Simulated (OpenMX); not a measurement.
Crystal: Ag.

```
Ag
1.0
    -1.65565    1.65565    1.65565
     1.65565   -1.65565    1.65565
     1.65565    1.65565   -1.65565
Ag
1
Direct
  0.00000 0.00000 0.00000
```

This isn't the form of Ag at room conditions, which is fcc.

```yaml
Program: OpenMX 3.8.5
Task: single point
Functional: PBE
Potentials_or_basis: OpenMX 2013 PBE set, Ag7.0-s3p2d2, grid cutoff 400 Ry
k_mesh: 11 × 11 × 11
Occupations: fermi-dirac, width 0.05 eV
Spin: no spin polarisation
```

On this cell: pressure 1.7 GPa; band gap on the k mesh none (metal or under the smearing width).

The same run follows on a disturbed copy (cell strained at random at fixed volume):

```xyz
1
Lattice="-1.6674 1.7097 1.6780 1.6448 -1.6625 1.6082 1.6497 1.6448 -1.6308" Properties=species:S:1:pos:R:3 pbc="T T T"
Ag   -0.0324    0.0239   -0.0218
```

Task: What changes?

Result: The energy (extrapolated to zero smearing) moves by +3.1 meV/atom; pressure 1.8 GPa; band gap on the k mesh none (metal or under the smearing width).

Caveats: the basis of atomic orbitals isn't converged, which shifts pressures, moduli and gaps.
